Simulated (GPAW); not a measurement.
# Ag (Fm-3m) in GPAW: settings compared, part 2 of 2

GPAW 26.7.0.

## (4) Equation of state, mBEEF

Input file run.py:

```python
from ase.eos import EquationOfState
from ase.io import Trajectory, read
from ase.units import GPa
from gpaw import GPAW, PW

atoms = read('Ag.cif')

traj = Trajectory('eos.traj', 'w')
volumes, energies = [], []
for x in [0.94, 0.96, 0.98, 1.0, 1.02, 1.04, 1.06]:
    a = atoms.copy()
    a.set_cell(atoms.cell * x**(1 / 3), scale_atoms=True)
    calc = GPAW(mode=PW(600),
                xc='mBEEF',
                kpts={'size': (11, 11, 11), 'gamma': True},
                occupations={'name': 'fermi-dirac', 'width': 0.05},
                nbands=18,
                convergence={'density': 1e-05, 'energy': 1e-05},
                maxiter=150,
                txt=f'eos-{x:.2f}.txt')
    a.calc = calc
    energies.append(a.get_potential_energy(force_consistent=True))
    volumes.append(a.get_volume())
    p = -a.get_stress()[:3].mean() / GPa
    calc.write(f'eos-{x:.2f}.gpw')
    traj.write(a)
    print(f'{x:.2f} {volumes[-1]:10.4f} A^3 {energies[-1]:14.6f} eV {p:9.3f} GPa', flush=True)

v0, e0, B = EquationOfState(volumes, energies, eos='birchmurnaghan').fit()
print(f'V0 = {v0:.4f} A^3, E0 = {e0:.6f} eV, B0 = {B / GPa:.2f} GPa')
```

Input file Ag.cif:

```cif
data_Ag
_cell_length_a 2.88888475
_cell_length_b 2.88888475
_cell_length_c 2.88888475
_cell_angle_alpha 60.00000000
_cell_angle_beta 60.00000000
_cell_angle_gamma 60.00000000
_space_group_name_H-M_alt 'P1'
_space_group_name_Hall 'P 1'
_space_group_IT_number 1
loop_
_space_group_symop_operation_xyz
'x,y,z'
loop_
_atom_site_label
_atom_site_type_symbol
_atom_site_symmetry_multiplicity
_atom_site_Wyckoff_symbol
_atom_site_fract_x
_atom_site_fract_y
_atom_site_fract_z
_atom_site_occupancy
Ag1 Ag 1 a 0.0000000000 0.0000000000 0.0000000000 1
```

Potentials or basis: GPAW PAW data sets (gpaw-data 1.2.1), pw.

On the command line:

```console
OMP_NUM_THREADS=1 python run.py
```

Run time: 3.5 min. Hardware: 1 thread of Intel Xeon 6975P-C (Granite Rapids), shared host; peak memory 0.64 GiB.

Results (log left out):

| Quantity | Value |
| --- | --- |
| Equilibrium volume | 17.37 Å³/atom (rough: see the caveat) |
| Bulk modulus | 89 GPa (rough) |

Energy against volume, from the lowest point:
```tsv
volume (Å³/atom)	energy (meV/atom)
16.025	35.98
16.366	18.90
16.707	7.87
17.048	1.79
17.389	0.00
17.730	1.90
18.071	6.99
```

Caveat: the fit is doubtful: noisy points or a state that changes with volume; the points scatter about the fit; the PAW data sets were made with another functional, which shifts forces and pressure a little.

## (5) Band structure, PBE

Input file run.py:

```python
import spglib
from ase import Atoms
from ase.dft.bandgap import bandgap
from ase.io import read, write
from gpaw import GPAW

atoms = read('Ag.cif')
cell, positions, numbers = spglib.find_primitive(
    (atoms.cell[:], atoms.get_scaled_positions(), atoms.numbers), symprec=1e-4)
atoms = Atoms(numbers, cell=cell, scaled_positions=positions, pbc=True)

calc = GPAW(mode='lcao',
            h=0.2,
            basis='dz(dzp)',
            xc='PBE',
            kpts={'size': (11, 11, 11), 'gamma': True},
            occupations={'name': 'fermi-dirac', 'width': 0.05},
            convergence={'density': 1e-05, 'energy': 1e-05},
            maxiter=150,
            txt='gpaw.txt')
atoms.calc = calc
energy = atoms.get_potential_energy()
forces = atoms.get_forces()
calc.write('gs.gpw')
write('result.traj', atoms)
print(f'Energy: {energy:.6f} eV')
print('Forces (eV/A):')
print(forces.round(4))
print('Fermi level:', round(calc.get_fermi_level(), 4), 'eV')
print(f'Gap: {bandgap(calc)[0]:.4f} eV, direct: {bandgap(calc, direct=True)[0]:.4f} eV')

path = atoms.cell.bandpath('GXWKGLUWLK,UX', npoints=100, eps=1e-4)
bs_calc = calc.fixed_density(kpts=path, symmetry='off', txt='bands.txt')
bs = bs_calc.band_structure()
bs.write('bs.json')
print(f'Gap on the path: {bandgap(bs_calc)[0]:.4f} eV')
```

Input file Ag.cif:

```cif
data_Ag
_cell_length_a 4.08550000
_cell_length_b 4.08550000
_cell_length_c 4.08550000
_cell_angle_alpha 90.00000000
_cell_angle_beta 90.00000000
_cell_angle_gamma 90.00000000
_space_group_name_H-M_alt 'Fm-3m'
_space_group_name_Hall '-F 4 2 3'
_space_group_IT_number 225
loop_
_space_group_symop_operation_xyz
'x,y,z'
'-x,-y,-z'
'-y,x,z'
'y,-x,-z'
'-x,-y,z'
'x,y,-z'
'y,-x,z'
'-y,x,-z'
'x,-y,-z'
'-x,y,z'
'-y,-x,-z'
'y,x,z'
'-x,y,-z'
'x,-y,z'
'y,x,-z'
'-y,-x,z'
'z,x,y'
'-z,-x,-y'
'z,-y,x'
'-z,y,-x'
'z,-x,-y'
'-z,x,y'
'z,y,-x'
'-z,-y,x'
'-z,x,-y'
'z,-x,y'
'-z,-y,-x'
'z,y,x'
'-z,-x,y'
'z,x,-y'
'-z,y,x'
'z,-y,-x'
'y,z,x'
'-y,-z,-x'
'x,z,-y'
'-x,-z,y'
'-y,z,-x'
'y,-z,x'
'-x,z,y'
'x,-z,-y'
'-y,-z,x'
'y,z,-x'
'-x,-z,-y'
'x,z,y'
'y,-z,-x'
'-y,z,x'
'x,-z,y'
'-x,z,-y'
'x,y+1/2,z+1/2'
'-x,-y+1/2,-z+1/2'
'-y,x+1/2,z+1/2'
[... 62 lines left out ...]
'-z+1/2,-x,-y+1/2'
'z+1/2,-y,x+1/2'
'-z+1/2,y,-x+1/2'
'z+1/2,-x,-y+1/2'
'-z+1/2,x,y+1/2'
'z+1/2,y,-x+1/2'
'-z+1/2,-y,x+1/2'
'-z+1/2,x,-y+1/2'
'z+1/2,-x,y+1/2'
'-z+1/2,-y,-x+1/2'
'z+1/2,y,x+1/2'
'-z+1/2,-x,y+1/2'
'z+1/2,x,-y+1/2'
'-z+1/2,y,x+1/2'
'z+1/2,-y,-x+1/2'
'y+1/2,z,x+1/2'
'-y+1/2,-z,-x+1/2'
'x+1/2,z,-y+1/2'
'-x+1/2,-z,y+1/2'
'-y+1/2,z,-x+1/2'
'y+1/2,-z,x+1/2'
'-x+1/2,z,y+1/2'
'x+1/2,-z,-y+1/2'
'-y+1/2,-z,x+1/2'
'y+1/2,z,-x+1/2'
'-x+1/2,-z,-y+1/2'
'x+1/2,z,y+1/2'
'y+1/2,-z,-x+1/2'
'-y+1/2,z,x+1/2'
'x+1/2,-z,y+1/2'
'-x+1/2,z,-y+1/2'
'x+1/2,y+1/2,z'
'-x+1/2,-y+1/2,-z'
'-y+1/2,x+1/2,z'
'y+1/2,-x+1/2,-z'
'-x+1/2,-y+1/2,z'
'x+1/2,y+1/2,-z'
'y+1/2,-x+1/2,z'
'-y+1/2,x+1/2,-z'
'x+1/2,-y+1/2,-z'
'-x+1/2,y+1/2,z'
'-y+1/2,-x+1/2,-z'
'y+1/2,x+1/2,z'
'-x+1/2,y+1/2,-z'
'x+1/2,-y+1/2,z'
'y+1/2,x+1/2,-z'
'-y+1/2,-x+1/2,z'
'z+1/2,x+1/2,y'
'-z+1/2,-x+1/2,-y'
'z+1/2,-y+1/2,x'
'-z+1/2,y+1/2,-x'
'z+1/2,-x+1/2,-y'
'-z+1/2,x+1/2,y'
'z+1/2,y+1/2,-x'
'-z+1/2,-y+1/2,x'
'-z+1/2,x+1/2,-y'
'z+1/2,-x+1/2,y'
'-z+1/2,-y+1/2,-x'
'z+1/2,y+1/2,x'
'-z+1/2,-x+1/2,y'
'z+1/2,x+1/2,-y'
'-z+1/2,y+1/2,x'
'z+1/2,-y+1/2,-x'
'y+1/2,z+1/2,x'
'-y+1/2,-z+1/2,-x'
'x+1/2,z+1/2,-y'
'-x+1/2,-z+1/2,y'
'-y+1/2,z+1/2,-x'
'y+1/2,-z+1/2,x'
'-x+1/2,z+1/2,y'
'x+1/2,-z+1/2,-y'
'-y+1/2,-z+1/2,x'
'y+1/2,z+1/2,-x'
'-x+1/2,-z+1/2,-y'
'x+1/2,z+1/2,y'
'y+1/2,-z+1/2,-x'
'-y+1/2,z+1/2,x'
'x+1/2,-z+1/2,y'
'-x+1/2,z+1/2,-y'
loop_
_atom_site_label
_atom_site_type_symbol
_atom_site_symmetry_multiplicity
_atom_site_Wyckoff_symbol
_atom_site_fract_x
_atom_site_fract_y
_atom_site_fract_z
_atom_site_occupancy
Ag1 Ag 4 a 0.0000000000 0.0000000000 0.0000000000 1
```

Potentials or basis: GPAW PAW data sets (gpaw-data 1.2.1), lcao:dz(dzp).

On the command line:

```console
OMP_NUM_THREADS=1 python run.py
```

Wall time 3.5 min (1 thread of Intel Xeon 6975P-C (Granite Rapids), shared host); peak memory 0.19 GiB.

The run converged, but some of its settings lie outside the range that counts as converged, so its numbers aren't taken as properties of the crystal.

What came out:

* Free energy: -2.4907 eV
* Band gap along the path: none (metal or under the smearing width)

Caveat: the real-space grid adds noise to forces; the basis of atomic orbitals isn't converged, which shifts pressures, moduli and gaps.
